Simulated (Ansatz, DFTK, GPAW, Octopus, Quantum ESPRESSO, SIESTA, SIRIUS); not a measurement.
One calculation of MoS2, 8 ways

```
CELL_PARAMETERS angstrom
3.18413 0.00000 0.00000
-1.59206 2.75753 0.00000
0.00000 0.00000 17.33460
ATOMIC_POSITIONS crystal
Mo 0.00000 0.00000 0.00000
S 0.33333 0.66667 0.91051
S 0.33333 0.66667 0.08949
```

Measurements of this composition are mostly on another form, of space group No. 194.

The cell holds a layer with vacuum beside it, so values per volume hang on the cell's height.

Alike in all runs: task single point; functional PBEsol; k mesh 10 × 10 × 2; occupations fermi-dirac, width 0.05 eV; no spin polarisation; no spin-orbit coupling.

```csv
program and potentials,plane-wave cutoff (eV),notes,largest force (eV/Å)
"Ansatz, Ansatz PAW",420,"potentials made for PBE, which Ansatz adapts in part",0.148
"DFTK, PseudoDojo SR PBEsol 0.4.1 standard (PBEsol)",1088,-,0.140
"SIRIUS, all-electron FP-LAPW, apw+lo standard",-,-,0.149
"SIESTA, files PseudoDojo sr-pbesol-0.4.1-standard, DZP (energy shift 0.003 Ry; two zetas on semicore shells)",-,atomic basis,0.241
"Ansatz, all-electron LAPW, scalar-relativistic",-,-,0.148
"GPAW, PAW data sets generated for this functional",600,-,0.149
"Quantum ESPRESSO, GBRV 1.5 PBEsol",612,-,0.165
"Octopus, pseudodojo_pbesol (PseudoDojo 0.4, PBEsol)",-,-,0.133
```

Force on atom 2 (S), eV/Å:

```tsv
program and potentials	x	y	z
Ansatz, Ansatz PAW	0.000	0.000	0.148
DFTK, PseudoDojo SR PBEsol 0.4.1 standard (PBEsol)	0.000	0.000	0.140
SIRIUS, all-electron FP-LAPW, apw+lo standard	0.000	0.000	0.149
SIESTA, files PseudoDojo sr-pbesol-0.4.1-standard, DZP (energy shift 0.003 Ry; two zetas on semicore shells)	0.000	0.000	-0.241
Ansatz, all-electron LAPW, scalar-relativistic	0.000	0.000	0.148
GPAW, PAW data sets generated for this functional	0.000	0.000	0.149
Quantum ESPRESSO, GBRV 1.5 PBEsol	0.000	0.000	0.165
Octopus, pseudodojo_pbesol (PseudoDojo 0.4, PBEsol)	0.000	0.000	0.133
```

Rows in atomic bases carry the error of their basis and grid, which can be large.

The functional is the same throughout but for its coding, so the spread measures potentials, basis and numerics; runs on potential files found faulty are left out.
